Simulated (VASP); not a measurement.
# MgO: single point with PBE

Crystal: MgO.

```
Mg O
1.0
     3.32833    0.00000    0.00000
    -1.66416    2.88242    0.00000
     0.00000    0.00000    5.08857
Mg O
2 2
Direct
  0.33333 0.66667 0.97206
  0.66667 0.33333 0.47206
  0.33333 0.66667 0.43254
  0.66667 0.33333 0.93254
```

Measurements of this composition are mostly on another form, of space group No. 225.

The cell isn't the ideal one: strained and moved within a subgroup.

| Quantity | Value |
| --- | --- |
| Program | VASP 6.6.1 |
| Task | single point |
| Functional | PBE |
| Potentials or basis | VASP PAW PBE potentials, release 64 (Mg, O) |
| Cutoff | 520 eV |
| k mesh | 9 × 9 × 6 |
| Occupations | gaussian, width 0.02 eV |
| Spin | no spin polarisation |
| Dipole correction | no |
| Further INCAR settings | ALGO = Fast; EDIFF = 1e-07; NBANDS = 16 |

| Item | Value |
| --- | --- |
| Pressure | 0.9 GPa |
| Largest force | 0.505 eV/Å |
| Band gap on the k mesh | 2.88 eV, direct |

Forces on the atoms (eV/Å):
```
Mg   0.000  0.000  0.505
Mg   0.000  0.000  0.505
O    0.000  0.000 -0.505
O    0.000  0.000 -0.505
```

Stress tensor (GPa, compression positive):
```
  6.50   0.00   0.00
  0.00   6.50   0.00
  0.00   0.00 -10.25
```

Levels at points of the mesh, in eV from the valence-band top:
| k point | band 5 | band 6 | band 7 | band 8 | band 9 | band 10 | band 11 | band 12 |
| --- | --- | --- | --- | --- | --- | --- | --- | --- |
| (0.00, 0.00, 0.00) | -1.24 | -0.89 | -0.89 | 0.00 | 2.88 | 8.32 | 9.61 | 13.77 |
| (0.00, 0.00, 0.50) | -1.07 | -1.07 | -1.07 | -1.07 | 5.58 | 5.58 | 12.38 | 12.38 |

Run time: 23 s on 1 thread of Intel(R) Xeon(R) 6975P-C (Granite Rapids), with other jobs on the host, peak memory 0.18 GiB.
